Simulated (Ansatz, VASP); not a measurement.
## HfN: VASP beside Ansatz

The input INCAR:

```
PREC = Accurate
ENCUT = 520
EDIFF = 1E-7
ISMEAR = -1
SIGMA = 0.03
LREAL = False
LASPH = True
NELM = 150
ALGO = Normal
ISIF = 2
LWAVE = False
LCHARG = True
MAGMOM = 0 0 0 0 0 0
LORBIT = 11
LSORBIT = True
GGA_COMPAT = False
LORBMOM = True
LMAXMIX = 4
GGA = PE
LVHAR = True
NBANDS = 27
```

Contents of KPOINTS:

```
Automatic mesh
0
Gamma
  10 10 10
```

File POSCAR:

```
HfN
1.0
    0.0000000000      2.2590000000      2.2590000000
    2.2590000000      0.0000000000      2.2590000000
    2.2590000000      2.2590000000      0.0000000000
Hf N
1 1
Direct
    0.0000000000      0.0000000000      0.0000000000
    0.5000000000      0.5000000000      0.5000000000
```

Input for Ansatz:

```yaml
crystal:
  lattice:
    - [0.0, 2.259, 2.259]
    - [2.259, 0.0, 2.259]
    - [2.259, 2.259, 0.0]
  atoms:
    - { symbol: Hf, position: [0.0, 0.0, 0.0] }
    - { symbol: "N", position: [0.5, 0.5, 0.5] }
kpoints:
  mp_grid: { grid: [10, 10, 10] }
  band_path:
    path:
      - [0.0, 0.0, 0.0]
      - [0.5, 0.0, 0.5]
      - [0.625, 0.25, 0.625]
      - [0.375, 0.375, 0.75]
      - [0.0, 0.0, 0.0]
      - [0.5, 0.5, 0.5]
      - [0.5, 0.25, 0.75]
      - [0.5, 0.0, 0.5]
    npoints: 5
scf:
  occupations: { method: fermi_dirac, width: 0.03 }
hamiltonian:
  xc: pbe
  pseudopotentials: { kind: all_electron, lapw: { basis_error: 0.001 } }
output:
  forces: true
  stress: true
  eigenvalues: true
magnetization:
  noncollinear: true
  spin_orbit: true
```

Alike in both runs: task single point; functional PBE; k mesh 10 × 10 × 10; occupations fermi-dirac, width 0.03 eV; non-collinear spin, spin-orbit coupling.

|  | VASP | Ansatz |
| --- | --- | --- |
| version | VASP 6.6.1 | Ansatz 0.2.0 |
| potentials or method | VASP PAW PBE potentials, release 64 (Hf_pv, N) | all-electron LAPW |
| plane-wave cutoff (eV) | 520 | see its input |

|  | VASP | Ansatz | Ansatz less VASP |
| --- | --- | --- | --- |
| pressure (GPa) | 3.3 | 5.2 | +1.90 |
| net moment per atom (μB) | 0.00 | 0.00 | 0.000 |

Ansatz ran all-electron here, so the differences hold the error of VASP's frozen core and of both bases.
